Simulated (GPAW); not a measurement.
Crystal: P.

```xyz
4
Lattice="1.6477 -5.4650 0.0000 1.6477 5.4650 0.0000 0.0000 0.0000 4.5436" Properties=species:S:1:pos:R:3 pbc="T T T"
P     1.6477   -4.4173    2.6754
P     1.6477    4.4173    1.8683
P     1.6477   -1.0477    0.4035
P     1.6477    1.0477    4.1401
```

Base run:

```yaml
Program: GPAW 26.7.0
Functional: TASK
Potentials_or_basis: GPAW PAW data sets (gpaw-data 1.2.1)
Cutoff: 600 eV
Basis: pw
k_mesh: 5 × 5 × 4
Occupations: fermi-dirac, width 0.05 eV
Spin: no spin polarisation
```

Its results: band gap on the k mesh 0.73 eV, direct.

Task: The run is repeated on the same cell with these changes: functional from TASK to TB-mBJ; potentials or basis from GPAW PAW data sets (gpaw-data 1.2.1) to GPAW PAW data sets for LDA (gpaw-data 1.2.1). What comes out?

Result: Band gap on the k mesh 0.91 eV, direct.

Caveats: the mesh misses the band edges, which the band path finds closer together (some runs); a model potential gives levels but no total energy (some runs); an odd mesh through Γ misses points on the zone boundary, where band edges often lie (some runs).

Not every run made on this cell is shown here.
